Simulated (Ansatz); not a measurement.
# CdSe (Fm-3m) in Ansatz: a series of runs, part 2 of 2

Ansatz 0.2.0. The steps go on from the part before.

## 4. Single point, PBE

Input file input.yaml:

```yaml
crystal:
  lattice:
    - [0.0, 2.873958, 2.873958]
    - [2.873958, 0.0, 2.873958]
    - [2.873958, 2.873958, 0.0]
  atoms:
    - { symbol: Cd, position: [0.0, 0.0, 0.0] }
    - { symbol: Se, position: [0.5, 0.5, 0.5] }
hamiltonian:
  xc: pbe
  pseudopotentials: { kind: paw }
kpoints:
  mp_grid: { grid: [8, 8, 8] }
scf:
  occupations: { method: gaussian, width: 0.012 }
output:
  forces: true
  stress: true
  eigenvalues: true
  write_density: true
  write_potential: true
  elf: true
  volumetric_format: npy
```

Potentials or basis: Ansatz PAW.

Launch:

```console
ansatz run input.yaml --threads 2 --pin off --max-ram 5632MiB --backend cpu --events-out ev --progress --plain --runs-dir out
```

The log of the run:

```text
Warning: RAYON_NUM_THREADS=2 ignored (pool sized by the plan → 2); use --threads N
Engine: ansatz 0.2.0, aarch64-unknown-linux-gnu
Pseudopotentials: kind: paw
Pseudopotential: Cd, paw, valence charge 20, recommended cutoff 420 eV (normal), Cd.paw.azcp
Pseudopotential: Se, paw, valence charge 16, recommended cutoff 420 eV (normal), Se.paw.azcp
Functional definition: PBE
  parameter kappa = 0.804
  parameter beta = 0.06672455060314922
  exchange = pbe_x(kappa = kappa, mu = beta*pi^2/3)
  correlation = pbe_c(beta = beta)
Crystal: 2 atoms, lattice volume = 47.476 Å³
Basis set: ecut = 420 eV, 941 PW (Γ), exchange–correlation on 60×60×60 points (8 copies of the dense FFT grid, shifted against one another)
Bands: 22, of which v1, the nominal top of the filled ones, is band 18 counted from 1 (17 counted from 0)
Symmetry: 48 space group operations
Space group: Fm-3m (ITA 225), of the structure as read, at distance tolerance 3.6e-5 Å
k-points: 29 of 512
Non-local potential: Cd, projectors of the file, l = 0: 3, l = 1: 2, l = 2: 2, l = 3: 1
Non-local potential: Se, projectors of the file, l = 0: 2, l = 1: 2, l = 2: 3, l = 3: 1
PAW form: soft (Blöchl's): semilocal exchange-correlation on the pseudo side does not see the compensation charge
PAW one-centre angular grid: Cd, 590 points (default); XC on 64 Gauss nodes
PAW one-centre angular grid: Se, 590 points (default); XC on 64 Gauss nodes
Initial density: superposition of atomic densities (neutral atoms: chi_scale 0, normalization atom), corrected by the library's trained network
Initial wavefunctions: pseudopotential atomic-orbital guess
Functional: x = pbe(κ = 0.804, μ = 0.2195149727645171), c = pbe(β = 0.06672455060314922)
SCF iter   1: F=—  HF=-13724.500744 eV  |F-HF|=—  |Δ(HF+E_count)|=         —  Δρ=8.65e-4  dr2=2.73e-4  ethr=1.77e-3  ⟨swp⟩=5.1  Hψ=2679  notcnv=0
preconditioner: auto → LDOS  [insulator: Δε(μ)=0.104 eV  Ē_g=12.158 eV  σ=0.012 eV  W_gap=0.88  n_scr=14 (ndim 8)  ℏωp=22.9 eV  f_vac=0.035  D(μ)=2.27/eV (n_scr^D=14)  ε∞_Penn≈4.5  β→1.0]
SCF iter   2: F=—  HF=-13724.501711 eV  |F-HF|=—  |Δ(HF+E_count)|=   9.67e-4  Δρ=4.09e-4  dr2=5.75e-5  ethr=7.60e-7  ⟨swp⟩=2.0  Hψ=1509  notcnv=0
SCF iter   3: F=—  HF=-13724.501722 eV  |F-HF|=—  |Δ(HF+E_count)|=   1.07e-5  Δρ=1.22e-4  dr2=4.35e-6  ethr=1.60e-7  ⟨swp⟩=2.0  Hψ=1161  notcnv=0
SCF iter   4: F=—  HF=-13724.501723 eV  |F-HF|=—  |Δ(HF+E_count)|=   9.87e-7  Δρ=2.95e-5  dr2=4.23e-7  ethr=1.21e-8  ⟨swp⟩=2.0  Hψ=1128  notcnv=0
iter 5 did not close the SCF: its close was put off for the readings that it lacked (scf_convergence_deferred on its scf_iter line)
SCF iter   5: F=-13724.501723 eV  HF=-13724.501723 eV  |F-HF|=2.87e-8  |Δ(HF+E_count)|=   6.85e-8  Δρ=8.41e-6  dr2=2.27e-8  ethr=1.17e-9  ⟨swp⟩=2.0  Hψ=1045  notcnv=0
SCF iter   6: F=-13724.501723 eV  HF=-13724.501723 eV  |F-HF|=3.78e-9  |Δ(HF+E_count)|=   6.09e-9  Δρ=3.55e-6  dr2=6.26e-9  ethr=6.30e-11  ⟨swp⟩=4.2  Hψ=3377  notcnv=0
SCF 1 converged in 6 iterations: F = -13724.501723 eV  dr2 = 6.26e-9
SCF converged after 6 iterations
Free energy (F): -13724.501723 eV
Harris-Foulkes:  -13724.501723 eV  (|F-HF|=3.78e-9)
Internal energy: -13724.501559 eV  (E = F + TS)
E sigma→0 (E₀):  -13724.501641 eV
Entropy (-TS):   -0.000164 eV (-0.082 meV/atom)
Fermi energy:    10.009824 eV
--- Per-component energies (eV) ---
  E_band       = -805.075858
  E_kinetic    = 622.923533
  E_local      = -5513.235584  (includes V_loc(G=0)·N_el)
  E_nonlocal   = -561.592684
  E_hartree    = 2644.384168
  E_xc         = -280.545492
  E_vxc        = -319.292761  (∫ρ·V_xc dr)
  E_paw        = -5995.439377  (= ΣΔE_a)
  E_vpaw       = -322.642094  (= ΣTr[D̂ρ^β])
  E_aug_tail   = -0.000516  (compensation charges beyond the density's cutoff)
  E_ewald      = -4640.995608
  E_smearing   = -0.000164  (= −TS)
  E_closure    = 0.000000  (closes the sum)
  Σ components = -13724.501723   (vs F -13724.501723, Δ=0.00e0)
--- Forces (eV/Å), atoms counted from 1 ---
  atom   1  Cd    -0.00000000     0.00000000     0.00000000
  atom   2  Se    -0.00000000     0.00000000     0.00000000
  max |Σ_I F_I| component: 5.55e-30 eV/Å
--- Stress (GPa, compression-positive) ---
       -0.336118       0.000000       0.000000
        0.000000      -0.336118      -0.000000
       -0.000000       0.000000      -0.336118
  P = ⅓ Tr σ = -0.3361 GPa (-3.361 kbar)
--- Band table (eV; the first three rows and the last of 29) ---
  k-point 0: bands = ["-91.9146", "-52.9849", "-52.9849", "-52.9849", "-36.7156", "-36.7156", "-36.7127", "-36.7127", "-36.7127", "-2.8643", "2.0964", "2.0964", "2.1124", "2.1124", "2.1124", "9.3999", "9.3999", "9.3999", "10.1005", "18.6800", "18.6800", "18.6800"]
  k-point 1: bands = ["-91.9146", "-52.9850", "-52.9849", "-52.9849", "-36.7156", "-36.7156", "-36.7127", "-36.7127", "-36.7127", "-2.7540", "2.0650", "2.0650", "2.1036", "2.1306", "2.1306", "7.9965", "9.4720", "9.4720", "11.4871", "17.3735", "18.1253", "18.1253"]
  k-point 2: bands = ["-91.9146", "-52.9852", "-52.9850", "-52.9850", "-36.7156", "-36.7156", "-36.7127", "-36.7126", "-36.7126", "-2.4621", "1.9872", "1.9872", "2.0711", "2.1786", "2.1786", "6.5167", "9.6593", "9.6593", "12.7397", "16.2293", "16.7122", "16.7122"]
  k-point 28: bands = ["-91.9146", "-52.9854", "-52.9854", "-52.9852", "-36.7156", "-36.7155", "-36.7126", "-36.7126", "-36.7124", "-1.9835", "1.9990", "2.1224", "2.1224", "2.2980", "2.6375", "6.8932", "6.8932", "7.0060", "12.9159", "15.8430", "17.4074", "17.4074"]
```

rho_z.tsv:

```text
# z_ang	rho[e/angstrom^3]
# format = ansatz-planar-average/11
# lattice	0.000000000	2.873958000	2.873958000
# lattice	2.873958000	0.000000000	2.873958000
# lattice	2.873958000	2.873958000	0.000000000
# sites	2
# site	48	0.000000000	0.000000000	0.000000000
# site	34	2.873958000	2.873958000	2.873958000
0.000000	1.474948e0
0.135480	1.407306e0
0.270959	1.224410e0
0.406439	9.774935e-1
0.541919	7.264852e-1
0.677398	5.184725e-1
[... 22 lines left out ...]
3.793431	1.224410e0
3.928911	1.407306e0
```

It took 1.3 s on 2 threads of Arm Neoverse V1, shared host; peak memory 0.33 GiB.

Results:

* Free energy: -13724.5017 eV
* Pressure: -0.3 GPa
* Band gap on the k mesh: none (metal or under the smearing width)

Levels at points of the mesh, in eV from the Fermi level:
```tsv
k point	band 16	band 17	band 18	band 19	band 20	band 21
(0.00, 0.00, 0.00)	-0.61	-0.61	-0.61	0.09	8.67	8.67
(0.00, 0.00, -0.50)	-4.91	-0.04	-0.04	3.03	5.27	5.27
(0.00, -0.50, -0.50)	-4.06	-2.04	-2.04	-0.44	5.49	9.68
```

## 5. Summary

```csv
task,level,cell,smearing,gap on the mesh (eV),pressure (GPa),relaxed volume (Å³/atom)
relaxation of cell and atoms,revPBE,relaxed,fermi-dirac 0.05 eV,none,0.0,24.30
relaxation of cell and atoms,BLYP,relaxed,fermi-dirac 0.05 eV,none,0.0,25.32
single point,PBE,as given,gaussian 0.012 eV,none,-0.3,-
```

Alike in all rows: potentials or basis Ansatz PAW; no spin polarisation; k mesh 8 × 8 × 8; cutoff (eV) 420.

Caveats: the plane-wave basis is chosen anew once the cell has moved, so the energies of steps on either side of that aren't comparable (some runs); the PAW data sets come from PBE, with cores solved anew for the run's functional, which leaves a small shift of forces and pressure (some runs).

Absolute energies hang on the potentials; compare differences alone.
